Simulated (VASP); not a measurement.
# Ba (Pm-3m) in VASP: notebook

One crystal, Ba, is run at these levels: PBE; tasks: single point.

Program: VASP 6.6.1. These are calculated values, not measurements. Logs are shortened: lines on timing, memory, paths and dates and some standing lists are left out, and cuts for length are marked.

## 1. The structure

Symmetry: Pm-3m, No. 221, cubic system. Conventional cell: a = 3.918 Å, b = 3.918 Å, c = 3.918 Å, α = 90.00°, β = 90.00°, γ = 90.00°. Ba (site symmetry m-3m) is surrounded by 6 Ba at 3.92 Å.

This isn't the form of Ba at room conditions, which is bcc.

## 2. Single point, PBE

Input file INCAR:

```
PREC = Accurate
ENCUT = 700
EDIFF = 1E-6
ISMEAR = 1
SIGMA = 0.2
LREAL = F
LASPH = T
NELM = 100
ALGO = Normal
ISIF = 2
LWAVE = F
LCHARG = F
GGA = PE
ADDGRID = F
```

Input file KPOINTS:

```
regular mesh
0
Gamma
  11 11 11
```

Input file POSCAR:

```
Ba
1.0
    3.9177175405      0.0000000000      0.0000000000
    0.0000000000      3.9177175405      0.0000000000
    0.0000000000      0.0000000000      3.9177175405
Ba
1
Direct
    0.0000000000      0.0000000000      0.0000000000
```

Potentials or basis: VASP PAW PBE potentials, release 64 (Ba_sv).

On the command line:

```console
$ cat potpaw_PBE.64/Ba_sv/POTCAR > POTCAR
$ mpirun -np 1 vasp_std > vasp.out
```

OUTCAR:

```text
PREC = Accurate
   ENCUT = 700
   EDIFF = 1E-6
   ISMEAR = 1
   LREAL = F
   LASPH = T
   NELM = 100
   ISIF = 2
   GGA = PE

 Found     56 irreducible k-points:

 Following reciprocal coordinates:
            Coordinates               Weight
  0.000000  0.000000  0.000000      1.000000
  0.090909  0.000000  0.000000      6.000000
  0.181818  0.000000  0.000000      6.000000
  0.272727  0.000000  0.000000      6.000000
  0.363636  0.000000  0.000000      6.000000
  0.454545  0.000000  0.000000      6.000000
   k-points           NKPTS =     56   k-points in BZ     NKDIM =     56   number of bands    NBANDS=      9
   number of dos      NEDOS =    301   number of ions     NIONS =      1
   total plane-waves  NPLWV =  46656
   dimension x,y,z NGX =    36 NGY =   36 NGZ =   36
   dimension x,y,z NGXF=    72 NGYF=   72 NGZF=   72
   ions per type =               1
   NGX,Y,Z   is equivalent  to a cutoff of  15.28, 15.28, 15.28 a.u.
   NGXF,Y,Z  is equivalent  to a cutoff of  30.55, 30.55, 30.55 a.u.
 SYSTEM =  unknown system
   PREC   = accura    normal or accurate (medium, high low for compatibility)
   ISTART =      0    job   : 0-new  1-cont  2-samecut
   ICHARG =      2    charge: 1-file 2-atom 10-const
   ISPIN  =      1    spin polarized calculation?
   LNONCOLLINEAR =      F non collinear calculations
   LSORBIT =      F    spin-orbit coupling
   LASPH  =      T    aspherical Exc in radial PAW
   ENCUT  =  700.0 eV  51.45 Ry    7.17 a.u.   8.45  8.45  8.45*2*pi/ulx,y,z
   NELM   =    100;   NELMIN=  2; NELMDL= -5     # of ELM steps
   EDIFF  = 0.1E-05   stopping-criterion for ELM
   LREAL  =      F    real-space projection
   EDIFFG = 0.1E-04   stopping-criterion for IOM
   NSW    =      0    number of steps for IOM
   IBRION =     -1    ionic relax: 0-MD 1-quasi-New 2-CG
   NFREE  =      0    steps in history (QN), initial steepest desc. (CG)
   ISIF   =      2    stress and relaxation
   ISYM   =      2    0-nonsym 1-usesym 2-fastsym
   POTIM  = 0.5000    time-step for ionic-motion
   TEBEG  =    0.0;   TEEND  =   0.0 temperature during run
   PSTRESS=    0.0 pullay stress
   NELECT =      10.0000    total number of electrons
   NUPDOWN=      -1.0000    fix difference up-down
   EMIN   =  10.00;   EMAX   =-10.00  energy-range for DOS
   EFERMI =   0.00;   METHOD = LEGACY
   ISMEAR =     1;   SIGMA  =   0.20  broadening in eV -4-tet -1-fermi 0-gaus
   EFERMI_NEDOS =   21; number of points for ismear=-14 and -15
   IALGO  =     38    algorithm
   IMIX   =      4    mixing-type and parameters
     AMIX     =   0.40;   BMIX     =  1.00
     AMIX_MAG =   1.60;   BMIX_MAG =  1.00
  volume/ion in A,a.u.               =      60.13       405.78
  Fermi-wavevector in a.u.,A,eV,Ry     =   0.900275  1.701272 11.027448  0.810495
  Thomas-Fermi vector in A             =   2.023212
   LORBIT       =      0    0 simple, 1 ext, 2 COOP (PROOUT), +10 PAW based schemes
   GGA     = PE    functional components
   LHFCALC =     F    Hartree Fock is set to
   AEXX    =    0.0000 exact exchange contribution
   IVDW    =     0    specifies the selected vdW correction
   LEPSILON=     F    determine dielectric tensor
   LRPA    =     F    only Hartree local field effects (RPA)
 non-spin polarized calculation
 Methfessel and Paxton  Order N= 1 SIGMA  =   0.20
  energy-cutoff  :      700.00
  volume of cell :       60.13
 maximum number of plane-waves:      2543
 NGX is ok and might be reduce to    36
   NGX = 17   NGY = 17   NGZ = 17

 number of electron      10.0000000 magnetization

 Free energy of the ion-electron system (eV)
  ---------------------------------------------------
  ext. energy  EPLUGINS =         0.00000000
  ---------------------------------------------------
  free energy    TOTEN  =        -1.59605181 eV

  energy without entropy =       -1.60453348  energy(sigma->0) =       -1.59887903

 E-fermi :   1.7125     XC(G=0):  -7.5440

 val. band max:        1.6627804387   @ k =   0.4545   0.1818   0.1818
 cond. band min:       1.7314534841   @ k =   0.4545   0.4545   0.4545
 fundamental gap:      0.0686730455
 Fermi energy:         1.7125477352

 k-point     1 :       0.0000    0.0000    0.0000
  band No.  band energies     occupation
      1     -27.4118      2.00000
      2     -12.2250      2.00000
      3     -12.2250      2.00000
      4     -12.2250      2.00000
      5      -0.8510      2.00000
      6       1.7589      0.61885
      7       1.7589      0.61885
      8       6.7006      0.00000
      9       6.7006      0.00000

 k-point     2 :       0.0909    0.0000    0.0000
  band No.  band energies     occupation
      1     -27.4067      2.00000
      2     -12.2911      2.00000
      3     -12.2194      2.00000
      4     -12.2194      2.00000
      5      -0.7235      2.00000
      6       1.7985      0.34146
      7       1.8928     -0.02319
      8       6.3691      0.00000
      9       6.3699      0.00000

 k-point     3 :       0.1818    0.0000    0.0000
  band No.  band energies     occupation
      1     -27.3930      2.00000
      2     -12.4626      2.00000
      3     -12.2043      2.00000
      4     -12.2043      2.00000
      5      -0.3816      2.00000
      6       1.9096     -0.04709
      7       2.2528     -0.00090
      8       5.7223      0.00000
      9       5.7223      0.00000

 k-point     4 :       0.2727    0.0000    0.0000
  band No.  band energies     occupation
      1     -27.3749      2.00000
      2     -12.6759      2.00000
      3     -12.1844      2.00000
      4     -12.1844      2.00000
      5       0.0866      2.00000
      6       2.0674     -0.03086
      7       2.6562     -0.00000
      8       5.1087     -0.00000
      9       5.1087     -0.00000

 k-point     5 :       0.3636    0.0000    0.0000
  band No.  band energies     occupation
      1     -27.3582      2.00000
      2     -12.8620      2.00000
      3     -12.1659      2.00000
      4     -12.1659      2.00000
      5       0.5910      2.00000
      6       2.2277     -0.00164
      7       2.7812     -0.00000
      8       4.6585     -0.00000
      9       4.6585     -0.00000

 k-point     6 :       0.4545    0.0000    0.0000
  band No.  band energies     occupation
      1     -27.3482      2.00000
      2     -12.9686      2.00000
      3     -12.1549      2.00000
      4     -12.1549      2.00000
      5       0.9895      2.00000
      6       2.3316     -0.00011
      7       2.6221     -0.00000
      8       4.4233     -0.00000
      9       4.4233     -0.00000

 [... further k-points ...]
[... 5 lines left out ...]
  --------------------------------------------------------------------------------------
  -------------------------------------------------------------------------------------
  Total        0.1259628      0.1259628      0.1259628      0.0000000      0.0000000      0.0000000
  in kB        3.3562428      3.3562428      3.3562428      0.0000000      0.0000000      0.0000000
  external PRESSURE =       3.3562428 kB  Pullay stress =       0.0000000 kB

 VOLUME and BASIS-vectors are now :
 -----------------------------------------------------------------------------
  energy-cutoff  :      700.00
  volume of cell :       60.13
      direct lattice vectors                 reciprocal lattice vectors
     3.917717540  0.000000000  0.000000000     0.255250663  0.000000000  0.000000000
     0.000000000  3.917717540  0.000000000     0.000000000  0.255250663  0.000000000
     0.000000000  0.000000000  3.917717540     0.000000000  0.000000000  0.255250663

 POSITION                                       TOTAL-FORCE (eV/Angst)
 -----------------------------------------------------------------------------------
      0.00000      0.00000      0.00000         0.000000      0.000000      0.000000
 -----------------------------------------------------------------------------------
    total drift:                                0.000000      0.000000      0.000000

  FREE ENERGIE OF THE ION-ELECTRON SYSTEM (eV)
  ---------------------------------------------------
  free  energy   TOTEN  =        -1.5960518115 eV

  energy  without entropy=       -1.6045334751  energy(sigma->0) =       -1.59887903
```

Run time: 27 s. Hardware: 1 thread of Intel Xeon Platinum 8259CL at 2.50GHz (Skylake/Cascade Lake), shared host; peak memory 0.22 GiB.

These settings aren't checked as converged: the numbers below hold their error.

What came out:

* Free energy: -1.5961 eV
* Pressure: 0.3 GPa
* Band gap on the k mesh: 0.07 eV, indirect (least direct gap 0.09 eV)

Caveat: spin-orbit coupling is left out, which moves the levels of the heavy elements; an odd mesh through Γ misses points on the zone boundary, where band edges often lie.

## 3. Single point, PBE

INCAR is that of step 2.

KPOINTS is that of step 2.

Input file POSCAR:

```
Ba
1.0
    3.9784390000     -0.0454340000      0.0410850000
   -0.0454340000      3.9110040000      0.0402290000
    0.0410850000      0.0402290000      3.8659060000
Ba
1
Direct
   -0.0007550000      0.0095990000     -0.0077320000
```

Potentials or basis: VASP PAW PBE potentials, release 64 (Ba_sv).

On the command line:

```console
$ cat potpaw_PBE.64/Ba_sv/POTCAR > POTCAR
$ mpirun -np 1 vasp_std > vasp.out
```

OUTCAR:

```text
PREC = Accurate
   ENCUT = 700
   EDIFF = 1E-6
   ISMEAR = 1
   LREAL = F
   LASPH = T
   NELM = 100
   ISIF = 2
   GGA = PE

 Found    666 irreducible k-points:

 Following reciprocal coordinates:
            Coordinates               Weight
  0.000000  0.000000  0.000000      1.000000
  0.090909 -0.000000  0.000000      2.000000
  0.181818 -0.000000 -0.000000      2.000000
  0.272727 -0.000000 -0.000000      2.000000
  0.363636 -0.000000  0.000000      2.000000
  0.454545 -0.000000 -0.000000      2.000000
   k-points           NKPTS =    666   k-points in BZ     NKDIM =    666   number of bands    NBANDS=      9
   number of dos      NEDOS =    301   number of ions     NIONS =      1
   total plane-waves  NPLWV =  46656
   dimension x,y,z NGX =    36 NGY =   36 NGZ =   36
   dimension x,y,z NGXF=    72 NGYF=   72 NGZF=   72
   ions per type =               1
   NGX,Y,Z   is equivalent  to a cutoff of  15.04, 15.30, 15.48 a.u.
   NGXF,Y,Z  is equivalent  to a cutoff of  30.08, 30.60, 30.96 a.u.
 SYSTEM =  unknown system
   PREC   = accura    normal or accurate (medium, high low for compatibility)
   ISTART =      0    job   : 0-new  1-cont  2-samecut
   ICHARG =      2    charge: 1-file 2-atom 10-const
   ISPIN  =      1    spin polarized calculation?
   LNONCOLLINEAR =      F non collinear calculations
   LSORBIT =      F    spin-orbit coupling
[... 54 lines left out ...]
 val. band max:        1.7109224913   @ k =  -0.4545  -0.4545   0.4545
 cond. band min:       1.7180261588   @ k =   0.4545  -0.4545   0.4545
 fundamental gap:      0.0071036675
 Fermi energy:         1.7114704135

 k-point     1 :       0.0000    0.0000    0.0000
  band No.  band energies     occupation
      1     -27.4113      2.00000
      2     -12.2635      2.00000
      3     -12.2195      2.00000
      4     -12.1871      2.00000
      5      -0.8507      2.00000
      6       1.7579      0.61840
      7       1.7663      0.55506
      8       6.5980      0.00000
      9       6.6970      0.00000
[... 49 lines left out ...]
 k-point     6 :       0.4545   -0.0000   -0.0000
  band No.  band energies     occupation
      1     -27.3580      2.00000
      2     -12.9220      2.00000
      3     -12.1600      2.00000
      4     -12.1283      2.00000
      5       0.9196      2.00000
      6       2.2656     -0.00064
      7       2.5457     -0.00000
      8       4.5024     -0.00000
      9       4.6221     -0.00000

 [... further k-points ...]
[... 5 lines left out ...]
  --------------------------------------------------------------------------------------
  -------------------------------------------------------------------------------------
  Total       -0.0718102      0.1456908      0.3054282     -0.0492222      0.0389730      0.0432704
  in kB       -1.9133618      3.8818919      8.1380488     -1.3115128      1.0384235      1.1529270
  external PRESSURE =       3.3688596 kB  Pullay stress =       0.0000000 kB

 VOLUME and BASIS-vectors are now :
 -----------------------------------------------------------------------------
  energy-cutoff  :      700.00
  volume of cell :       60.13
      direct lattice vectors                 reciprocal lattice vectors
     3.978439000 -0.045434000  0.041085000     0.251416447  0.002948496 -0.002702616
    -0.045434000  3.911004000  0.040229000     0.002948496  0.255750771 -0.002692703
     0.041085000  0.040229000  3.865906000    -0.002702616 -0.002692703  0.258728319

 POSITION                                       TOTAL-FORCE (eV/Angst)
 -----------------------------------------------------------------------------------
      4.01577      0.03206      3.87745        -0.000000      0.000000      0.000000
 -----------------------------------------------------------------------------------
    total drift:                                0.000000     -0.000001      0.000000

  FREE ENERGIE OF THE ION-ELECTRON SYSTEM (eV)
  ---------------------------------------------------
  free  energy   TOTEN  =        -1.5947980481 eV

  energy  without entropy=       -1.6031371217  energy(sigma->0) =       -1.59757774
```

stdout:

```text
POSCAR found type information on POSCAR Ba
 POSCAR found :  1 types and       1 ions
 scaLAPACK will be used
 LDA part: xc-table for (Slater+PW92), standard interpolation
 POSCAR, INCAR and KPOINTS ok, starting setup
 FFT: planning ... GRIDC
 FFT: planning ... GRID_SOFT
 FFT: planning ... GRID
 WAVECAR not read
 entering main loop
```

It took 4.7 min on 1 thread of Intel Xeon Platinum 8259CL at 2.50GHz (Skylake/Cascade Lake), shared host; peak memory 0.7 GiB.

The run converged, but some of its settings lie outside the range that counts as converged, so its numbers aren't taken as properties of the crystal.

Results:

```
Free energy            : -1.5948 eV
Pressure               : 0.3 GPa
Band gap on the k mesh : none (metal or under the smearing width)
```

## 4. Single point, PBE

INCAR, as its differences from that of step 3:

```diff
@@ -1,3 +1,3 @@
 PREC = Accurate
-ENCUT = 700
+ENCUT = 450
 EDIFF = 1E-6
```

Input file KPOINTS:

```
regular mesh
0
Gamma
  14 14 14
```

Input file POSCAR:

```
Ba
1.0
    3.9177175405      0.0000000000      0.0000000000
    0.0000000000      3.9177175405      0.0000000000
    0.0000000000      0.0000000000      3.9177175405
Ba
1
Direct
    0.0000000000      0.0000000000      0.0000000000
```

On the command line:

```console
$ cat potpaw_PBE.64/Ba_sv/POTCAR > POTCAR
$ mpirun -np 1 vasp_std > vasp.out
```

Run time: 34 s. Hardware: 1 thread of Intel Xeon Platinum 8259CL at 2.50GHz (Skylake/Cascade Lake), shared host; peak memory 0.19 GiB.

These settings aren't checked as converged: the numbers below hold their error.

What came out:

```
Free energy            : -1.5948 eV
Pressure               : 0.3 GPa
Band gap on the k mesh : none (metal or under the smearing width)
```

## 5. Single point, PBE

INCAR is that of step 4.

KPOINTS is that of step 4.

Input file POSCAR:

```
Ba
1.0
    3.9784390000     -0.0454340000      0.0410850000
   -0.0454340000      3.9110040000      0.0402290000
    0.0410850000      0.0402290000      3.8659060000
Ba
1
Direct
   -0.0007550000      0.0095990000     -0.0077320000
```

On the command line:

```console
$ cat potpaw_PBE.64/Ba_sv/POTCAR > POTCAR
$ mpirun -np 1 vasp_std > vasp.out
```

Wall time 5.3 min (1 thread of Intel Xeon Platinum 8259CL at 2.50GHz (Skylake/Cascade Lake), shared host); peak memory 0.7 GiB.

These settings aren't checked as converged: the numbers below hold their error.

Results:

```yaml
Free_energy: -1.5937 eV
Pressure: 0.3 GPa
Band_gap_on_the_k_mesh: none (metal or under the smearing width)
```

## 6. The reference run

An earlier run on the cell as given: functional PBE; potentials or basis VASP PAW PBE potentials, release 64 (Ba_sv); cutoff 520 eV; k mesh 7 × 7 × 7; occupations fermi-dirac, width 0.05 eV; no spin polarisation.

* Pressure: 0.4 GPa
* Band gap on the k mesh: 0.15 eV, indirect (least direct gap 0.22 eV)
